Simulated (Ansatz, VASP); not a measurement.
Nb in VASP and in Ansatz

```
Nb
1.0
    -1.63622    1.63622    1.63622
     1.63622   -1.63622    1.63622
     1.63622    1.63622   -1.63622
Nb
1
Direct
  0.00000 0.00000 0.00000
```

Alike in both runs: functional PBEsol; k mesh 18 × 18 × 18; occupations gaussian, width 0.1 eV; no spin polarisation.

Ansatz relaxed the structure, and its values are those at the end. VASP's run is a single point on that final structure, the one shown.

```csv
,VASP,Ansatz
version,VASP 6.6.1,Ansatz 0.2.0
potentials or method,"VASP PAW PBE potentials, release 64 (Nb_sv)","scalar-relativistic, plane waves, PAW"
plane-wave cutoff (eV),520,420
valence electrons in the cell,13,13
```

VASP gave:

- gap on the k mesh at the Fermi level (eV): none
- pressure (GPa): -0.3

**Question.** What did Ansatz give for the same quantities?

**Answer.** gap on the k mesh at the Fermi level (eV): none; pressure (GPa): 0.0.

A gap of «none» marks a metal or a gap that the smearing closes.

Caveats: the PAW data sets were made with another functional, which shifts forces and pressure a little (VASP).
